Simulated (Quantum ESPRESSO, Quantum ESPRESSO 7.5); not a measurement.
# graphene, 2 layers, AB stacking against a metal electrode, stepped through the charge of the slab

What law, if any, do the results for graphene, 2 layers, AB stacking against a metal electrode follow against the charge of the slab?

Method: plane-wave DFT, PBE, GBRV ultrasoft pseudopotentials (geometry by pw.x at PBE-D3(BJ), GBRV ultrasoft), in Quantum ESPRESSO 7.5.

### 1. Set-up

The cell holds 4 atoms: 4 C. Cell: a = 2.467 Å, b = 2.467 Å, c = 19.200 Å, α = 90.0°, β = 90.0°, γ = 120.0°. It derives from C. Vacuum lies along c.

Set-up: The slab is relaxed neutral under PBE-D3(BJ), then held. ESM with bc3: vacuum below and a metal electrode about 6 Å above the top atoms. Fermi-Dirac smearing of 0.004 Ry and a dense mesh. Charges are set per cell from the starting area.

Members 2, 3, 4.5, 6, 7 and 8 took the same steps and show in the table alone.

### 2. Relaxing cell and ions of the reference

What the set-up leaves free in this member is relaxed.

Contents of ref.relax.in:

```
&control
  prefix = 'ref.relax'
  outdir = './out'
  pseudo_dir = './pseudo'
  nstep = 80
  forc_conv_thr = 0.0004
  calculation = 'vc-relax'
  etot_conv_thr = 1e-06
/
&system
  ibrav = 0
  nat = 4
  ntyp = 1
  ecutwfc = 50
  ecutrho = 250
  vdw_corr = 'grimme-d3'
  dftd3_version = 4
  occupations = 'smearing'
  smearing = 'fd'
  degauss = 0.004
/
&electrons
  conv_thr = 1e-09
  mixing_beta = 0.4
  electron_maxstep = 120
  mixing_mode = 'plain'
/
&ions
/
&cell
  cell_dofree = '2Dxy'
  press_conv_thr = 0.3
/
ATOMIC_SPECIES
  C   12.0110  c_pbe_v1.2.uspp.F.UPF
CELL_PARAMETERS angstrom
  2.46700000000000 0.00000000000000 0.00000000000000
  -1.23350000000000 2.13648467113621 0.00000000000000
  0.00000000000000 0.00000000000000 19.20000000000000
ATOMIC_POSITIONS crystal
  C   0.666666666700 0.333333333300 0.416666666667
  C   0.333333333300 0.666666666700 0.416666666667
  C   0.000000000000 0.000000000000 0.583333333333
  C   0.666666666700 0.333333333300 0.583333333333
K_POINTS automatic
  12 12 1 0 0 0
```

Launch:

```sh
$ OMP_NUM_THREADS=1 mpirun -n 4 pw.x -nk 4 -in ref.relax.in > ref.relax.out
```

What it wrote:

```text
Program PWSCF v.7.5 starts
[citation notice left out]

     Parallel version (MPI & OpenMP), running on       4 processor cores
     Number of MPI processes:                 4
     Threads/MPI process:                     1

     MPI processes distributed on     1 nodes
[...]
Current dimensions of program PWSCF are:
     Max number of different atomic species (ntypx) = 10
     Max number of k-points (npk) =  40000
     Max angular momentum in pseudopotentials (lmaxx) =  4
     Message from routine setup:
     using ibrav=0 with symmetry is DISCOURAGED, use correct ibrav instead

     K-points division:     npool     =       4
     Subspace diagonalization in iterative solution of the eigenvalue problem:
     a serial algorithm will be used

     G-vector sticks info
     --------------------
     sticks:   dense  smooth     PW     G-vecs:    dense   smooth      PW
     Sum         379     301     91                45657    32731    5787

     Using Slab Decomposition

     bravais-lattice index     =            0
     lattice parameter (alat)  =       4.6620  a.u.
     unit-cell volume          =     682.9152 (a.u.)^3
     number of atoms/cell      =            4
     number of atomic types    =            1
     number of electrons       =        16.00
     number of Kohn-Sham states=           12
     kinetic-energy cutoff     =      50.0000  Ry
     charge density cutoff     =     250.0000  Ry
     scf convergence threshold =      1.0E-09
     mixing beta               =       0.4000
     number of iterations used =            8  plain     mixing
     energy convergence thresh.=      1.0E-06
     force convergence thresh. =      4.0E-04
     press convergence thresh. =      3.0E-01
     Exchange-correlation= SLA  PW   PBE  PBE
                           (   1   4   3   4   0   0   0)
     nstep                     =           80

     celldm(1)=   4.661954  celldm(2)=   0.000000  celldm(3)=   0.000000
     celldm(4)=   0.000000  celldm(5)=   0.000000  celldm(6)=   0.000000

     crystal axes: (cart. coord. in units of alat)
               a(1) = (   1.000000   0.000000   0.000000 )
               a(2) = (  -0.500000   0.866025   0.000000 )
               a(3) = (   0.000000   0.000000   7.782732 )

     reciprocal axes: (cart. coord. in units 2 pi/alat)
               b(1) = (  1.000000  0.577350 -0.000000 )
               b(2) = (  0.000000  1.154701  0.000000 )
               b(3) = (  0.000000 -0.000000  0.128490 )

     PseudoPot. # 1 for C  read from file:
     ./pseudo/c_pbe_v1.2.uspp.F.UPF
     Pseudo is Ultrasoft + core correction, Zval =  4.0
     Generated by new atomic code, or converted to UPF format
     Using radial grid of  721 points,  4 beta functions with:
                l(1) =   0
                l(2) =   0
                l(3) =   1
                l(4) =   1
     Q(r) pseudized with  8 coefficients,  rinner =    1.100   1.100   1.100

     atomic species   valence    mass     pseudopotential
     C                 4.00    12.01100     C ( 1.00)

     12 Sym. Ops., with inversion, found ( 6 have fractional translation)

   Cartesian axes

     site n.     atom                  positions (alat units)
         1        C      tau(   1) = (   0.5000000   0.2886751   3.2428050  )
         2        C      tau(   2) = (  -0.0000000   0.5773503   3.2428050  )
         3        C      tau(   3) = (   0.0000000   0.0000000   4.5399270  )
         4        C      tau(   4) = (   0.5000000   0.2886751   4.5399270  )

     --------------------------------------------
     DFT-D3 Dispersion Correction (3-body terms):
     --------------------------------------------
       Reference C6 values for interpolation:

         atom   Coordination number   C6
         C          0.000            98.23
         C          0.987            86.49
         C          1.998            58.72
         C          2.999            51.56
         C          3.984            36.41

       Values used:

         atom   Coordination number  R0_AB[au]  C6      C8
         C          3.314            2.750     48.29   1396.52
         C          3.314            2.750     48.30   1396.78
         C          3.314            2.750     48.30   1396.78
         C          3.314            2.750     48.29   1396.52

         Molecular C6 ( Ry / a.u.^6 ) =       772.65

     number of k points=    19  Fermi-Dirac smearing, width (Ry)=  0.0040
                       cart. coord. in units 2pi/alat
        k(    1) = (   0.0000000   0.0000000   0.0000000), wk =   0.0138889
        k(    2) = (   0.0000000   0.0962250   0.0000000), wk =   0.0833333
        k(    3) = (   0.0000000   0.1924501   0.0000000), wk =   0.0833333
        k(    4) = (   0.0000000   0.2886751   0.0000000), wk =   0.0833333
        k(    5) = (   0.0000000   0.3849002   0.0000000), wk =   0.0833333
        k(    6) = (   0.0000000   0.4811252   0.0000000), wk =   0.0833333
        k(    7) = (   0.0000000  -0.5773503   0.0000000), wk =   0.0416667
        k(    8) = (   0.0833333   0.1443376   0.0000000), wk =   0.0833333
        k(    9) = (   0.0833333   0.2405626   0.0000000), wk =   0.1666667
        k(   10) = (   0.0833333   0.3367877   0.0000000), wk =   0.1666667
[...]
k(   19) = (   0.3333333   0.5773503   0.0000000), wk =   0.0277778

     Dense  grid:    45657 G-vectors     FFT dimensions: (  24,  24, 192)

     Smooth grid:    32731 G-vectors     FFT dimensions: (  24,  24, 180)

     Estimated max dynamical RAM per process >      43.26 MB

     Estimated total dynamical RAM >     139.59 MB

     Initial potential from superposition of free atoms

     starting charge      15.9998, renormalised to      16.0000

     negative rho (up, down):  1.766E-04 0.000E+00
     Starting wfcs are   16 randomized atomic wfcs

     total cpu time spent up to now is        2.6 secs

     per-process dynamical memory:    37.9 Mb

     Self-consistent Calculation

     iteration #  1     ecut=    50.00 Ry     beta= 0.40
     Davidson diagonalization with overlap
     ethr =  1.00E-02,  avg # of iterations =  2.7

     negative rho (up, down):  9.522E-05 0.000E+00

     total cpu time spent up to now is        3.4 secs

     total energy              =     -46.01180385 Ry
     estimated scf accuracy    <       0.36610421 Ry

     iteration #  2     ecut=    50.00 Ry     beta= 0.40
[...]
negative rho (up, down):  1.173E-04 0.000E+00

[...]
total energy              =     -45.98109899 Ry
     estimated scf accuracy    <       0.08040525 Ry

[...]
-19.8941 -19.7575  -8.3895  -7.4769  -3.3662  -3.3662  -3.3581  -3.3581
     3.0816   3.4889   4.1649   5.5263

          k =-0.0000 0.0963 0.0000 (  4065 PWs)   bands (ev):

   -19.7295 -19.5943  -8.1909  -7.2844  -4.0197  -4.0048  -3.7072  -3.6948
     3.3030   3.7123   4.3905   5.7500

          k =-0.0000 0.1926 0.0000 (  4087 PWs)   bands (ev):

   -19.2374 -19.1064  -7.6001  -6.7125  -5.6630  -5.6344  -4.5030  -4.4851
     3.9668   4.3813   5.0672   6.4194

          k =-0.0000 0.2889 0.0000 (  4083 PWs)   bands (ev):

   -18.4237 -18.2995  -7.7680  -7.7235  -6.6341  -5.7825  -5.3848  -5.3636
     5.0691   5.4809   6.1925   6.7655

          k =-0.0000 0.3852 0.0000 (  4097 PWs)   bands (ev):

   -17.3006 -17.1857  -9.9778  -9.9177  -6.1194  -6.0962  -5.3377  -4.5518
     4.3720   4.7947   6.5937   7.0453

          k =-0.0000 0.4815 0.0000 (  4097 PWs)   bands (ev):

   -15.8988 -15.7966 -12.0836 -12.0103  -6.5928  -6.5687  -3.8505  -3.2132
     2.2228   2.6909   7.0747   7.2451

[...]
the Fermi energy is    -0.3353 ev

!    total energy              =     -45.99527807 Ry
     estimated scf accuracy    <          2.6E-14 Ry
     smearing contrib. (-TS)   =      -0.00015882 Ry
     internal energy E=F+TS    =     -45.99511925 Ry

     The total energy is F=E-TS. E is the sum of the following terms:
     one-electron contribution =    -494.81403646 Ry
     hartree contribution      =     251.03833178 Ry
     xc contribution           =     -14.54155017 Ry
     ewald contribution        =     212.35639864 Ry
     DFT-D3 Dispersion         =      -0.03426303 Ry

     convergence has been achieved in   7 iterations

     negative rho (up, down):  1.610E-05 0.000E+00

     Forces acting on atoms (cartesian axes, Ry/au):

     atom    1 type  1   force =    -0.00000000    0.00000000   -0.00001862
     atom    2 type  1   force =     0.00000000    0.00000000    0.00004387
     atom    3 type  1   force =     0.00000000    0.00000000   -0.00004387
     atom    4 type  1   force =     0.00000000   -0.00000000    0.00001862

     Total force =     0.000067     Total SCF correction =     0.000001

     Computing stress (Cartesian axis) and pressure

     negative rho (up, down):  1.610E-05 0.000E+00
          total   stress  (Ry/bohr**3)                   (kbar)     P=        0.00
   0.00000083   0.00000000   0.00000000            0.12        0.00        0.00
   0.00000000   0.00000083   0.00000000            0.00        0.12        0.00
  -0.00000000  -0.00000000  -0.00000165           -0.00       -0.00       -0.24

     Energy error            =      2.5E-07 Ry
     Gradient error          =      4.4E-05 Ry/Bohr
     Cell gradient error     =      1.2E-01 kbar

     bfgs converged in  12 scf cycles and  11 bfgs steps
     (criteria: energy <  1.0E-06 Ry, force <  4.0E-04 Ry/Bohr, cell <  3.0E-01 kbar)

     End of BFGS Geometry Optimization

     Final enthalpy           =     -45.9952780708 Ry

     File ./out/ref.relax.bfgs deleted, as requested
Begin final coordinates
     new unit-cell volume =    681.92244 a.u.^3 (   101.05048 Ang^3 )
     density =      0.78950 g/cm^3

CELL_PARAMETERS (angstrom)
   2.465206253   0.000000000   0.000000000
  -1.232603127   2.134931241   0.000000000
   0.000000000   0.000000000  19.200000000

ATOMIC_POSITIONS (crystal)
C                0.6666666667        0.3333333333        0.4115533929
C                0.3333333333        0.6666666667        0.4115140473
C               -0.0000000000       -0.0000000000        0.5884859527
C                0.6666666667        0.3333333333        0.5884466071
End final coordinates

[...]
Final scf calculation at the relaxed structure.
     The G-vectors are recalculated for the final unit cell
     Results may differ from those at the preceding step.

     G-vector sticks info
     --------------------
     sticks:   dense  smooth     PW     G-vecs:    dense   smooth      PW
     Sum         379     301     91                45573    32671    5787

     Using Slab Decomposition

     bravais-lattice index     =            0
     lattice parameter (alat)  =       4.6620  a.u.
     unit-cell volume          =     681.9224 (a.u.)^3
     number of atoms/cell      =            4
     number of atomic types    =            1
     number of electrons       =        16.00
     number of Kohn-Sham states=           12
     kinetic-energy cutoff     =      50.0000  Ry
     charge density cutoff     =     250.0000  Ry
     scf convergence threshold =      1.0E-11
     mixing beta               =       0.4000
     number of iterations used =            8  plain     mixing
     press convergence thresh. =      3.0E-01
     Exchange-correlation= SLA  PW   PBE  PBE
                           (   1   4   3   4   0   0   0)

     celldm(1)=   4.661954  celldm(2)=   0.000000  celldm(3)=   0.000000
     celldm(4)=   0.000000  celldm(5)=   0.000000  celldm(6)=   0.000000

     crystal axes: (cart. coord. in units of alat)
               a(1) = (   0.999273   0.000000   0.000000 )
               a(2) = (  -0.499636   0.865396   0.000000 )
               a(3) = (   0.000000   0.000000   7.782732 )

     reciprocal axes: (cart. coord. in units 2 pi/alat)
               b(1) = (  1.000728  0.577770 -0.000000 )
               b(2) = ( -0.000000  1.155541  0.000000 )
               b(3) = (  0.000000 -0.000000  0.128490 )

     PseudoPot. # 1 for C  read from file:
     ./pseudo/c_pbe_v1.2.uspp.F.UPF
     Pseudo is Ultrasoft + core correction, Zval =  4.0
     Generated by new atomic code, or converted to UPF format
     Using radial grid of  721 points,  4 beta functions with:
                l(1) =   0
                l(2) =   0
                l(3) =   1
                l(4) =   1
     Q(r) pseudized with  8 coefficients,  rinner =    1.100   1.100   1.100

     atomic species   valence    mass     pseudopotential
     C                 4.00    12.01100     C ( 1.00)

     12 Sym. Ops., with inversion, found ( 6 have fractional translation)

   Cartesian axes

     site n.     atom                  positions (alat units)
         1        C      tau(   1) = (   0.4996365   0.2884652   3.2030098  )
         2        C      tau(   2) = (  -0.0000000   0.5769305   3.2027036  )
         3        C      tau(   3) = (  -0.0000000  -0.0000000   4.5800285  )
         4        C      tau(   4) = (   0.4996365   0.2884652   4.5797223  )

     --------------------------------------------
     DFT-D3 Dispersion Correction (3-body terms):
     --------------------------------------------
       Reference C6 values for interpolation:

         atom   Coordination number   C6
         C          0.000            98.23
         C          0.987            86.49
         C          1.998            58.72
         C          2.999            51.56
         C          3.984            36.41

       Values used:

         atom   Coordination number  R0_AB[au]  C6      C8
         C          3.314            2.750     48.29   1396.61
         C          3.314            2.750     48.29   1396.71
         C          3.314            2.750     48.29   1396.71
         C          3.314            2.750     48.29   1396.61

         Molecular C6 ( Ry / a.u.^6 ) =       772.65

     number of k points=    19  Fermi-Dirac smearing, width (Ry)=  0.0040
                       cart. coord. in units 2pi/alat
        k(    1) = (   0.0000000   0.0000000   0.0000000), wk =   0.0138889
        k(    2) = (  -0.0000000   0.0962951   0.0000000), wk =   0.0833333
        k(    3) = (  -0.0000000   0.1925901   0.0000000), wk =   0.0833333
        k(    4) = (  -0.0000000   0.2888852   0.0000000), wk =   0.0833333
        k(    5) = (  -0.0000000   0.3851802   0.0000000), wk =   0.0833333
        k(    6) = (  -0.0000000   0.4814753   0.0000000), wk =   0.0833333
        k(    7) = (   0.0000000  -0.5777704   0.0000000), wk =   0.0416667
        k(    8) = (   0.0833940   0.1444426   0.0000000), wk =   0.0833333
        k(    9) = (   0.0833940   0.2407377   0.0000000), wk =   0.16
```

The job ended after 1.7 min (4 MPI ranks of Intel Xeon at 2.70GHz, shared host; peak memory 0.37 GiB; 6.8 min of CPU time).

The steps of the relaxation:

```
step  energy less that of the first step (eV)  largest force (eV/Å)  volume (Å³)
   1                                   0.0000                0.0627       101.20
   2                                  -0.0003                0.0489       101.08
   3                                  -0.0007                0.0505       100.96
   4                                  -0.0012                0.0620       100.85
   5                                  -0.0018                0.0669       100.80
   6                                  -0.0027                0.0683       100.76
   7                                  -0.0041                0.0645       100.75
   8                                  -0.0057                0.0526       100.79
   9                                  -0.0073                0.0281       100.89
  10                                  -0.0077                0.0078       101.00
  11                                  -0.0077                0.0033       101.04
  12                                  -0.0077                0.0011       101.05
  13                                  -0.0077                0.0011       101.05
```

```
cell as run  before  after  change
      a (Å)   2.467  2.465  -0.1 %
      b (Å)   2.467  2.465  -0.1 %
```

The atoms that moved most (Å, along periodic axes as changes of fractional coordinates times the final cell, across vacuum about the mean position):

```csv
atom,dx,dy,dz,length
C3,0.000,0.000,0.099,0.099
C2,0.000,0.000,-0.099,0.099
C1,0.000,0.000,-0.098,0.098
C4,0.000,0.000,0.098,0.098
```

 The last row is no step: it is a fresh SCF in the final cell with a new plane-wave basis, +0 meV from the row before.

Numbers from this step:

* free energy: -625.7976 eV
* energy at zero smearing: -625.7965 eV
* Fermi energy: -0.3353 eV

[end of part 1 of 3]

[Logs are printed without paths, hosts, clocks, repeated set-up lines and the standing remarks that a program may print on its own settings, such as how far it seeks lower states.]

[Hosts, paths, dates, database ids (printed as entryN), source tags and the programs' standing remarks are cut or masked in the printed files.]

[Maps of the electrostatic potential energy from Ansatz leave out the sawtooth potential of an applied field or a dipole correction, so their vacuum need not be flat; planar profiles and work functions include it.]
